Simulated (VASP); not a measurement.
# Ta2N (P-3m1) in VASP: a series of runs

Runs on Ta2N. Level: PBE. Tasks: electric field gradients, core levels, phonons, Wannier functions by SCDM.

Program: VASP 6.6.1. These are calculated values, not measurements. Logs are shortened: lines on timing, memory, paths and dates and some standing lists are left out, and cuts for length are marked.

**1. The structure**

Symmetry: P-3m1, No. 164, trigonal system. The conventional cell has a = 3.113 Å, b = 3.113 Å, c = 4.870 Å, α = 90.00°, β = 90.00°, γ = 120.00°. Ta (site symmetry 3m) has 3 N at 2.18 Å as nearest neighbours. N (site symmetry -3m) has 6 Ta at 2.18 Å as nearest neighbours.

The cell comes from a database or a generator and needn't be the stable form of this composition.

**2. Electric field gradients, PBE**

INCAR reads:

```
ALGO = Fast
EDIFF = 1E-8
ENCUT = 520
GGA = PE
ISIF = 2
ISMEAR = 0
LASPH = T
LCHARG = F
LEFG = T
LREAL = F
LWAVE = F
NELM = 100
PREC = Accurate
SIGMA = 0.02
```

KPOINTS reads:

```
k-points
0
Gamma
  10 10 6
```

POSCAR reads:

```
Ta2N
1.0
    3.1128615060      0.0000000000      0.0000000000
   -1.5564307530      2.6958171426      0.0000000000
    0.0000000000      0.0000000000      4.8698410000
Ta N
2 1
Direct
    0.3333333333      0.6666666667      0.2547110000
    0.6666666667      0.3333333333      0.7452890000
    0.0000000000      0.0000000000      0.0000000000
```

Potentials or basis: VASP PAW PBE potentials, release 64 (Ta_pv, N).

Run with:

```console
> cat potpaw_PBE.64/Ta_pv/POTCAR potpaw_PBE.64/N/POTCAR > POTCAR
> mpirun -np 1 vasp_std > vasp.out
```

OUTCAR:

```text
EDIFF = 1E-8
   ENCUT = 520
   GGA = PE
   ISIF = 2
   ISMEAR = 0
   LASPH = T
   LREAL = F
   NELM = 100
   PREC = Accurate

 ion  position               nearest neighbor table
   1  0.333  0.667  0.255-   3 2.18   3 2.18   3 2.18   2 2.99   2 2.99   2 2.99   2 3.06   2 3.06
                             2 3.06
   2  0.667  0.333  0.745-   3 2.18   3 2.18   3 2.18   1 2.99   1 2.99   1 2.99   1 3.06   1 3.06
                             1 3.06
   3  0.000  0.000  0.000-   1 2.18   2 2.18   1 2.18   2 2.18   2 2.18   1 2.18

  LATTYP: Found a hexagonal cell.
 ALAT       =     3.1128615060
 C/A-ratio  =     1.5644258476

  Lattice vectors:

 A1 = (   3.1128615060,   0.0000000000,   0.0000000000)
 A2 = (  -1.5564307530,   2.6958171426,   0.0000000000)
 A3 = (   0.0000000000,   0.0000000000,   4.8698410000)

Analysis of symmetry for initial positions (statically):
=====================================================================
 Subroutine PRICEL returns:
 Original cell was already a primitive cell.

 Routine SETGRP: Setting up the symmetry group for a
 hexagonal supercell.

 Subroutine GETGRP returns: Found 12 space group operations
 (whereof 12 operations were pure point group operations)
 out of a pool of 24 trial point group operations.

The static configuration has the point symmetry D_3d.

Analysis of symmetry for dynamics (positions and initial velocities):
=====================================================================
 Subroutine PRICEL returns:
 Original cell was already a primitive cell.

 Routine SETGRP: Setting up the symmetry group for a
 hexagonal supercell.

 Subroutine GETGRP returns: Found 12 space group operations
 (whereof 12 operations were pure point group operations)
 out of a pool of 24 trial point group operations.

The dynamic configuration has the point symmetry D_3d.

 Subroutine INISYM returns: Found 12 space group operations
 (whereof 12 operations are pure point group operations),
 and found     1 'primitive' translations

----------------------------------------------------------------------------------------

                                     Primitive cell

  volume of cell :      40.8663

  direct lattice vectors                    reciprocal lattice vectors
     3.112861506  0.000000000  0.000000000     0.321247829  0.185472520  0.000000000
    -1.556430753  2.695817143  0.000000000     0.000000000  0.370945041  0.000000000
     0.000000000  0.000000000  4.869841000     0.000000000  0.000000000  0.205345513

  length of vectors
     3.112861506  3.112861506  4.869841000     0.370945041  0.370945041  0.205345513

  position of ions in fractional coordinates (direct lattice)
     0.333333333  0.666666667  0.254711000
     0.666666667  0.333333333  0.745289000
     0.000000000  0.000000000  0.000000000

  ion indices of the primitive-cell ions
   primitive index   ion index
                 1           1
                 2           2
                 3           3

----------------------------------------------------------------------------------------

 KPOINTS: k-points

Automatic generation of k-mesh.
 Grid dimensions read from file:
 generate k-points for:   10   10    6

 Generating k-lattice:

  Cartesian coordinates                     Fractional coordinates (reciprocal lattice)
     0.032124783  0.018547252  0.000000000     0.100000000  0.000000000  0.000000000
     0.000000000  0.037094504  0.000000000     0.000000000  0.100000000  0.000000000
     0.000000000  0.000000000  0.034224252     0.000000000  0.000000000  0.166666667

  Length of vectors
     0.037094504  0.037094504  0.034224252

  Shift w.r.t. Gamma in fractional coordinates (k-lattice)
     0.000000000  0.000000000  0.000000000
[... 35 lines left out ...]
   total plane-waves  NPLWV =  20736
   dimension x,y,z NGX =    24 NGY =   24 NGZ =   36
   dimension x,y,z NGXF=    48 NGYF=   48 NGZF=   72
   ions per type =               2   1
   NGX,Y,Z   is equivalent  to a cutoff of  12.82, 12.82, 12.29 a.u.
   NGXF,Y,Z  is equivalent  to a cutoff of  25.63, 25.63, 24.58 a.u.
 SYSTEM =  unknown system
   PREC   = accura    normal or accurate (medium, high low for compatibility)
   ISTART =      0    job   : 0-new  1-cont  2-samecut
   ICHARG =      2    charge: 1-file 2-atom 10-const
   ISPIN  =      1    spin polarized calculation?
   LNONCOLLINEAR =      F non collinear calculations
   LSORBIT =      F    spin-orbit coupling
   LASPH  =      T    aspherical Exc in radial PAW
   ENCUT  =  520.0 eV  38.22 Ry    6.18 a.u.   5.79  5.79  9.05*2*pi/ulx,y,z
   NELM   =    100;   NELMIN=  2; NELMDL= -5     # of ELM steps
   EDIFF  = 0.1E-07   stopping-criterion for ELM
   LREAL  =      F    real-space projection
   EDIFFG = 0.1E-06   stopping-criterion for IOM
   NSW    =      0    number of steps for IOM
   IBRION =     -1    ionic relax: 0-MD 1-quasi-New 2-CG
   NFREE  =      0    steps in history (QN), initial steepest desc. (CG)
   ISIF   =      2    stress and relaxation
   ISYM   =      2    0-nonsym 1-usesym 2-fastsym
   POTIM  = 0.5000    time-step for ionic-motion
   TEBEG  =    0.0;   TEEND  =   0.0 temperature during run
   PSTRESS=    0.0 pullay stress
   NELECT =      27.0000    total number of electrons
   NUPDOWN=      -1.0000    fix difference up-down
   EMIN   =  10.00;   EMAX   =-10.00  energy-range for DOS
   EFERMI =   0.00;   METHOD = LEGACY
   ISMEAR =     0;   SIGMA  =   0.02  broadening in eV -4-tet -1-fermi 0-gaus
   EFERMI_NEDOS =   21; number of points for ismear=-14 and -15
   IALGO  =     68    algorithm
   IMIX   =      4    mixing-type and parameters
     AMIX     =   0.40;   BMIX     =  1.00
     AMIX_MAG =   1.60;   BMIX_MAG =  1.00
  volume/ion in A,a.u.               =      13.62        91.93
  Fermi-wavevector in a.u.,A,eV,Ry     =   1.425852  2.694469 27.661374  2.033054
  Thomas-Fermi vector in A             =   2.546192
   LORBIT       =      0    0 simple, 1 ext, 2 COOP (PROOUT), +10 PAW based schemes
   GGA     = PE    functional components
   LHFCALC =     F    Hartree Fock is set to
   AEXX    =    0.0000 exact exchange contribution
   IVDW    =     0    specifies the selected vdW correction
   LEPSILON=     F    determine dielectric tensor
   LRPA    =     F    only Hartree local field effects (RPA)
 non-spin polarized calculation
 RMM-DIIS sequential band-by-band and
 Gauss-broadening in eV      SIGMA  =   0.02
  energy-cutoff  :      520.00
  volume of cell :       40.87
 maximum number of plane-waves:      1114
 NGX is ok and might be reduce to    24
   NGX = 11   NGY = 11   NGZ = 19

 number of electron      26.9999996 magnetization

 Free energy of the ion-electron system (eV)
  ---------------------------------------------------
  ext. energy  EPLUGINS =         0.00000000
  ---------------------------------------------------
  free energy    TOTEN  =       -34.37608837 eV

  energy without entropy =      -34.37548816  energy(sigma->0) =      -34.37578827

 E-fermi :   7.4653     XC(G=0): -12.8464

 val. band max:        7.4581963068   @ k =  -0.1000   0.4000   0.1667
 cond. band min:       7.4719338550   @ k =   0.0000   0.3000   0.3333
 fundamental gap:      0.0137375482
 Fermi energy:         7.4652752611

 k-point     1 :       0.0000    0.0000    0.0000
  band No.  band energies     occupation
      1     -28.2226      2.00000
      2     -27.5126      2.00000
      3     -27.5126      2.00000
      4     -27.3873      2.00000
      5     -27.3873      2.00000
      6     -27.2690      2.00000
[... 457 lines left out ...]
      4     -27.6887      2.00000
      5     -27.4794      2.00000
      6     -27.4770      2.00000
[... 9 lines left out ...]
     16      10.8800      0.00000
     17      11.0708      0.00000

 [... further k-points ...]

------------------------ aborting loop because EDIFF is reached ----------------------------------------

  FORCE on cell =-STRESS in cart. coord.  units (eV):
  Direction    XX          YY          ZZ          XY          YZ          ZX
  --------------------------------------------------------------------------------------
  -------------------------------------------------------------------------------------
  Total       -0.3574800     -0.3574800      0.0408345      0.0000000      0.0000000      0.0000000
  in kB      -14.0151348    -14.0151348      1.6009327      0.0000000      0.0000000      0.0000000
  external PRESSURE =      -8.8097789 kB  Pullay stress =       0.0000000 kB

 VOLUME and BASIS-vectors are now :
 -----------------------------------------------------------------------------
  energy-cutoff  :      520.00
  volume of cell :       40.87
      direct lattice vectors                 reciprocal lattice vectors
     3.112861506  0.000000000  0.000000000     0.321247829  0.185472520  0.000000000
    -1.556430753  2.695817143  0.000000000     0.000000000  0.370945041  0.000000000
     0.000000000  0.000000000  4.869841000     0.000000000  0.000000000  0.205345513

 POSITION                                       TOTAL-FORCE (eV/Angst)
 -----------------------------------------------------------------------------------
     -0.00000      1.79721      1.24040         0.000000     -0.000000      0.061356
      1.55643      0.89861      3.62944        -0.000000      0.000000     -0.061356
      0.00000      0.00000      0.00000         0.000000      0.000000      0.000000
 -----------------------------------------------------------------------------------
    total drift:                               -0.000000      0.000000      0.000000

  FREE ENERGIE OF THE ION-ELECTRON SYSTEM (eV)
  ---------------------------------------------------
  free  energy   TOTEN  =       -34.3760883746 eV

  energy  without entropy=      -34.3754881633  energy(sigma->0) =      -34.37578827

 Electric field gradients (V/A^2)
---------------------------------------------------------------------
 ion       V_xx      V_yy      V_zz      V_xy      V_xz      V_yz
---------------------------------------------------------------------
   1      31.211    31.210   -62.421    -0.000     0.000    -0.000
   2      31.211    31.210   -62.421    -0.000     0.000    -0.000
   3       2.268     2.268    -4.536    -0.000    -0.000     0.000
---------------------------------------------------------------------

 Electric field gradients after diagonalization (V/A^2)
 (convention: |V_zz| > |V_xx| > |V_yy|)
----------------------------------------------------------------------
 ion       V_xx      V_yy      V_zz     asymmetry (V_yy - V_xx)/ V_zz
----------------------------------------------------------------------
   1      31.211    31.210   -62.421       0.000
   2      31.211    31.210   -62.421       0.000
   3       2.268     2.268    -4.536       0.000
----------------------------------------------------------------------

           NMR quadrupolar parameters

 Cq : quadrupolar parameter    Cq=e*Q*V_zz/h
 eta: asymmetry parameters     (V_yy - V_xx)/ V_zz
 Q  : nuclear electric quadrupole moment in mb (millibarn)
----------------------------------------------------------------------
 ion       Cq(MHz)       eta       Q (mb)
----------------------------------------------------------------------
   1      -0.151       0.000       1.000
   2      -0.151       0.000       1.000
   3      -0.011       0.000       1.000
----------------------------------------------------------------------
```

It took 43 s on 1 thread of Intel Xeon Platinum 8488C (Sapphire Rapids), shared host; peak memory 0.18 GiB.

What came out:

* Free energy: -34.3761 eV
* Pressure: -0.9 GPa
* Largest force: 0.061 eV/Å
* Band gap on the k mesh: none (metal or under the smearing width)

Forces in eV/Å, atoms in the order of the input:
```
Ta   0.000  0.000  0.061
Ta   0.000  0.000 -0.061
N    0.000  0.000  0.000
```

Levels at points of the mesh, in eV from the Fermi level:
| k point | band 12 | band 13 | band 14 | band 15 | band 16 | band 17 |
| --- | --- | --- | --- | --- | --- | --- |
| (0.00, 0.00, 0.00) | -0.65 | -0.23 | -0.23 | 0.28 | 0.28 | 0.28 |
| (0.50, 0.00, 0.00) | -2.62 | -1.38 | 1.76 | 1.88 | 3.70 | 4.18 |
| (0.00, 0.00, 0.50) | -2.65 | -1.11 | -1.11 | 1.78 | 1.90 | 2.32 |
| (0.50, 0.00, 0.50) | -2.16 | -2.12 | -0.27 | 0.72 | 3.27 | 3.51 |

Electric field gradients, principal values (V/Å²):
| atom | Vxx | Vyy | Vzz |
| --- | --- | --- | --- |
| 1 Ta | 31.210 | 31.211 | -62.421 |
| 2 Ta | 31.210 | 31.211 | -62.421 |
| 3 N | 2.268 | 2.268 | -4.536 |

(Continued in part 2 of 3.)
